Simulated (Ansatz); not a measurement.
## Zn in Ansatz: the effect of functional

Crystal: Zn.

```
Zn
1.0
     0.00000    1.96478    1.96478
     1.96478    0.00000    1.96478
     1.96478    1.96478    0.00000
Zn
1
Cartesian
  0.0000 0.0000 0.0000
```

This isn't the form of Zn at room conditions, which is hcp.

Alike in all runs:

| Property | Result |
| --- | --- |
| Program | Ansatz 0.2.0 |
| Task | band structure |
| Potentials or basis | Ansatz PAW |
| k mesh | 12 × 12 × 12 |
| Occupations | fermi-dirac, width 0.05 eV |
| Spin | no spin polarisation |

```csv
functional,cutoff,pressure (GPa)
LDA,420 eV (not typed: the program's choice for these potentials),-8.5
PBEsol,420 eV (not typed: the program's choice for these potentials),-5.2
RPBE,420 eV (not typed: the program's choice for these potentials),?
revPBE,420 eV (not typed: the program's choice for these potentials),2.0
BLYP,420 eV (not typed: the program's choice for these potentials),6.0
r2SCAN,500 eV (not typed: the program's choice for these potentials),-4.6
```

Question: What does the run with functional RPBE give?

Answer: Pressure 2.9 GPa.

Caveats: the PAW data sets come from PBE, with cores solved anew for the run's functional, which leaves a small shift of forces and pressure.

Runs at the PBE level aren't shown here.
